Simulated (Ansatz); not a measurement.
The system is KBr.

```
Br K
1.0
     0.00000    3.30000    3.30000
     3.30000    0.00000    3.30000
     3.30000    3.30000    0.00000
Br K
1 1
Direct
  0.50000 0.50000 0.50000
  0.00000 0.00000 0.00000
```

Base run:

* Program: Ansatz 0.2.0
* Functional: HSE(alpha, omega)
* Potentials or basis: all-electron PAW datasets made for the crystal
* Cutoff: 220 eV
* Density cutoff: 880 eV
* k mesh: 4 × 4 × 4
* Occupations: fermi-dirac, width 0.05 eV
* Spin: no spin polarisation

Its results: band gap on the k mesh 4.91 eV, direct.

Question: After a change of settings the same cell gave: band gap on the k mesh 5.78 eV, direct. Which change was it?
A. functional from HSE(alpha, omega) to PBEsol; cutoff from 220 eV to 200 eV; density cutoff from 880 eV to 800 eV; k mesh from 4 × 4 × 4 to 6 × 6 × 6
B. functional from HSE(alpha, omega) to PBEsol; cutoff from 220 eV to 200 eV; density cutoff from 880 eV to 800 eV; k mesh from 4 × 4 × 4 to 7 × 7 × 7
C. screening of exact exchange from 0.6 1/A to 0.4 1/A
D. screening of exact exchange from 0.6 1/A to 0.15 1/A

Answer: D.

Not every run made on this cell is shown here.
